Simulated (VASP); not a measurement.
# BP (F-43m) in VASP: notebook, part 2 of 3

VASP 6.6.1. Earlier steps stand in the parts before.

### Step 4. G0W0 quasiparticle levels, PBE

POSCAR reads:

```
BP
1.0
    0.0000000000      2.2690000000      2.2690000000
    2.2690000000      0.0000000000      2.2690000000
    2.2690000000      2.2690000000      0.0000000000
P B
1 1
Direct
    0.7500000000      0.7500000000      0.7500000000
    0.0000000000      0.0000000000      0.0000000000
```

INCAR.step1 reads:

```
SYSTEM = BP
PREC = Accurate
ENCUT = 450
EDIFF = 1E-8
ISMEAR = 0
SIGMA = 0.01
LREAL = .FALSE.
LASPH = .TRUE.
NELM = 80
ALGO = Normal
LWAVE = .TRUE.
LCHARG = .FALSE.
GGA = PE
```

INCAR.step2 reads:

```
SYSTEM = BP
PREC = Accurate
ENCUT = 450
EDIFF = 1E-8
ISMEAR = 0
SIGMA = 0.01
LREAL = .FALSE.
LASPH = .TRUE.
NELM = 1
ALGO = Exact
LWAVE = .TRUE.
LCHARG = .FALSE.
GGA = PE
NBANDS = 32
LOPTICS = .TRUE.
ISTART = 1
```

INCAR.step3 reads:

```
SYSTEM = BP
PREC = Accurate
ENCUT = 450
EDIFF = 1E-8
ISMEAR = 0
SIGMA = 0.01
LREAL = .FALSE.
LASPH = .TRUE.
ALGO = EVGW0
LWAVE = .FALSE.
LCHARG = .FALSE.
GGA = PE
NELMGW = 1
NBANDS = 32
ENCUTGW = 150
NOMEGA = 48
PRECFOCK = Fast
ISTART = 1
NBANDSGW = 12
```

KPOINTS reads:

```
Automatic mesh
0
G
  4 4 4
  0 0 0
```

Potentials or basis: VASP PAW PBE potentials, release 64 (P_GW, B_GW).

The run is started by

```bash
$ cat potpaw_PBE.64/P_GW/POTCAR potpaw_PBE.64/B_GW/POTCAR > POTCAR
$ cp INCAR.step1 INCAR
$ mpirun -np 1 vasp_std > vasp.out
$ cp INCAR.step2 INCAR
$ mpirun -np 1 vasp_std > vasp.out
$ cp INCAR.step3 INCAR
$ mpirun -np 1 vasp_std > vasp.out
```

OUTCAR:

```text
SYSTEM = BP
   PREC = Accurate
   ENCUT = 450
   EDIFF = 1E-8
   ISMEAR = 0
   LREAL = .FALSE.
   LASPH = .TRUE.
   GGA = PE
   NELMGW = 1
   ENCUTGW = 150
   PRECFOCK = Fast
   ISTART = 1

 Found      8 irreducible k-points:

 Following reciprocal coordinates:
            Coordinates               Weight
  0.000000  0.000000  0.000000      1.000000
  0.250000  0.000000  0.000000      8.000000
  0.500000  0.000000  0.000000      4.000000
  0.250000  0.250000  0.000000      6.000000
  0.500000  0.250000  0.000000     24.000000
 -0.250000  0.250000  0.000000     12.000000
   k-points           NKPTS =      8   k-points in BZ     NKDIM =     64   number of bands    NBANDS=     32
   number of dos      NEDOS =    301   number of ions     NIONS =      2
   total plane-waves  NPLWV =  13824
   dimension x,y,z NGX =    24 NGY =   24 NGZ =   24
   dimension x,y,z NGXF=    48 NGYF=   48 NGZF=   48
   ions per type =               1   1
   NGX,Y,Z   is equivalent  to a cutoff of  12.43, 12.43, 12.43 a.u.
   NGXF,Y,Z  is equivalent  to a cutoff of  24.87, 24.87, 24.87 a.u.
 SYSTEM =  BP
   PREC   = accura    normal or accurate (medium, high low for compatibility)
   ISTART =      1    job   : 0-new  1-cont  2-samecut
   ICHARG =      0    charge: 1-file 2-atom 10-const
   ISPIN  =      1    spin polarized calculation?
   LNONCOLLINEAR =      F non collinear calculations
   LSORBIT =      F    spin-orbit coupling
   LASPH  =      T    aspherical Exc in radial PAW
   ENCUT  =  450.0 eV  33.07 Ry    5.75 a.u.   5.55  5.55  5.55*2*pi/ulx,y,z
   NELM   =     60;   NELMIN=  2; NELMDL=  0     # of ELM steps
   EDIFF  = 0.1E-07   stopping-criterion for ELM
   LREAL  =      F    real-space projection
   EDIFFG = 0.1E-06   stopping-criterion for IOM
   NSW    =      0    number of steps for IOM
   IBRION =     -1    ionic relax: 0-MD 1-quasi-New 2-CG
[... 17 lines left out ...]
  Fermi-wavevector in a.u.,A,eV,Ry     =   1.145320  2.164342 17.847562  1.311759
  Thomas-Fermi vector in A             =   2.282009
   LORBIT       =      0    0 simple, 1 ext, 2 COOP (PROOUT), +10 PAW based schemes
   GGA     = PE    functional components
   LHFCALC =     T    Hartree Fock is set to
   PRECFOCK=fast      Normal, Fast or Accurate (Low or Medium for compatibility)
   ENCUT4O =  -1.0   cutoff for four orbital integrals eV
   NKREDX  =     1    reduce k-point grid by
   NKREDY  =     1    reduce k-point grid by
   NKREDZ  =     1    reduce k-point grid by
   AEXX    =    1.0000 exact exchange contribution
   HFSCREEN=    0.0000 screening length (either q_TF or 0.3 A-1)
   HFSCREENC=   0.0000 screening length for correlation (either q_TF or 0.3 A-1)
   ENCUTFOCK=  -1.0 apply spherical cutoff to Coloumb kernel
   IVDW    =     0    specifies the selected vdW correction
   LEPSILON=     F    determine dielectric tensor
   LRPA    =     F    only Hartree local field effects (RPA)
   LRPAFORCE           =     F    calculate RPA forces
   ENCUTGW             = 150.0    cutoff for response function in eV
   ENCUTGWSOFT         = 120.0    soft cutoff for Coulomb kernel in GW response function in eV
   ENCUTLF             =  -1.0    cutoff for local field effects
   NELMGW              =     1    number of iterations in solving QP/BSE equation
   NELMHF              =     1    number of iterations in the inner HF iteration
   NKREDLFX            =     1    NKREDLFY  =   1   NKREDLFZ  =   1
 non-spin polarized calculation
 Gauss-broadening in eV      SIGMA  =   0.01
  energy-cutoff  :      450.00
  volume of cell :       23.36
 maximum number of plane-waves:       531
 NGX is ok and might be reduce to    24
  NGX = 14; NGY = 14; NGZ = 14
   NGX = 11   NGY = 11   NGZ = 11
 maximum number of plane-waves:       113
 NGX is ok and might be reduce to    14

 QP shifts <psi_nk| G(iteration)W_0 |psi_nk>: iteration 1
 for sc-GW calculations column KS-energies equals QP-energies in previous step
 and V_xc(KS)=  KS-energies - (<T + V_ion + V_H > + <T+V_H+V_ion>^1  + <V_x>^1)

 k-point   1 :       0.0000    0.0000    0.0000
  band No.  KS-energies  QP-energies   sigma(KS)   V_xc(KS)     V^pw_x(r,r')   Z            occupation Imag(sigma)

      1      -8.3022      -8.8852     -12.8561     -12.0545     -20.4605       0.7273       2.0000       1.4746
      2       7.1719       7.0476     -13.4713     -13.3137     -15.2440       0.7886       2.0000       0.0562
      3       7.1719       7.0476     -13.4713     -13.3137     -15.2440       0.7886       2.0000       0.0562
      4       7.1719       7.0476     -13.4713     -13.3137     -15.2440       0.7886       2.0000       0.0562
      5      10.5598      11.3070     -11.1182     -12.0717      -6.9508       0.7837       0.0000      -0.0945
      6      10.5598      11.3070     -11.1182     -12.0717      -6.9508       0.7837       0.0000      -0.0945
      7      10.5598      11.3070     -11.1182     -12.0717      -6.9508       0.7837       0.0000      -0.0945
      8      14.5483      15.3298     -11.7276     -12.7543      -6.0802       0.7612       0.0000      -0.2051
      9      18.6863      18.9047      -9.1419      -9.4201      -3.3031       0.7853       0.0000      -0.3686
     10      19.1720      20.1047     -10.5473     -11.7567      -4.9412       0.7713       0.0000      -0.2963
     11      19.1720      20.1047     -10.5473     -11.7567      -4.9412       0.7713       0.0000      -0.2963
     12      22.8335      23.3480      -9.2645      -9.9197      -2.7860       0.7851       0.0000      -0.7925
[... 68 lines left out ...]
      1      -5.4767      -5.9691     -13.0504     -12.3696     -19.6598       0.7232       2.0000       0.9899
      2       0.6964       0.2485     -13.1852     -12.5772     -17.2421       0.7367       2.0000       0.2433
      3       1.9216       1.5076     -12.5355     -11.9899     -15.7222       0.7588       2.0000       0.1548
      4       5.2332       4.9833     -13.2537     -12.9324     -15.5545       0.7777       2.0000       0.0749
      5      11.0136      11.6591     -10.5497     -11.3697      -6.1033       0.7871       0.0000      -0.1029
      6      13.5287      14.3977     -11.0600     -12.1900      -5.8943       0.7690       0.0000      -0.1652
      7      14.6717      15.4147     -11.2304     -12.1921      -6.1617       0.7726       0.0000      -0.1803
      8      15.9295      16.7231     -10.9414     -11.9860      -5.1091       0.7597       0.0000      -0.2598
      9      17.0802      17.7809     -10.1753     -11.0743      -4.9038       0.7794       0.0000      -0.2518
     10      19.7991      20.5856     -10.6693     -11.7131      -4.1695       0.7534       0.0000      -0.4925
     11      24.6856      25.4810     -10.7546     -11.8171      -3.6351       0.7486       0.0000      -0.8491
     12      25.3605      26.0084      -9.8301     -10.6755      -3.0541       0.7664       0.0000      -0.8292

 [... further k-points ...]
```

OUTCAR.step2:

```text
SYSTEM = BP
   PREC = Accurate
   ENCUT = 450
   EDIFF = 1E-8
[... 562 lines left out ...]
  --------------------------------------------------------------------------------------------------------------
     0.00000    13.91185    13.91185    13.91185     0.00000     0.00000     0.00000
     0.85457    14.27437    14.27437    14.27437     0.00000     0.00000     0.00000
     1.70915    15.55973    15.55973    15.55973     0.00000     0.00000     0.00000
     2.56372    18.82153    18.82153    18.82153     0.00000     0.00000     0.00000
     3.41830    17.99621    17.99621    17.99621     0.00000     0.00000     0.00000
     4.27287    32.35196    32.35196    32.35196     0.00000     0.00000     0.00000
[... 92 lines left out ...]
    83.74831     0.92453     0.92453     0.92453    -0.00000    -0.00000    -0.00000
    84.60288     0.92612     0.92612     0.92612    -0.00000    -0.00000    -0.00000
```

Wall time 22 s (1 thread of Intel Xeon Platinum 8259CL at 2.50GHz (Skylake/Cascade Lake), shared host); peak memory 0.18 GiB.

The run converged, but some of its settings lie outside the range that counts as converged, so its numbers aren't taken as properties of the crystal.

Results:

* Band gap on the k mesh, mean-field level: 1.32 eV, indirect (least direct gap 3.39 eV)
* Quasiparticle gap: 1.88 eV
* Least direct quasiparticle gap: 4.26 eV

Caveat: the k mesh is coarse (spacing up to 0.60 Å⁻¹), so the values aren't converged; bands, screening cutoff and mesh are small and nothing is extrapolated, so the quasiparticle values aren't converged.

[end of part 2 of 3]
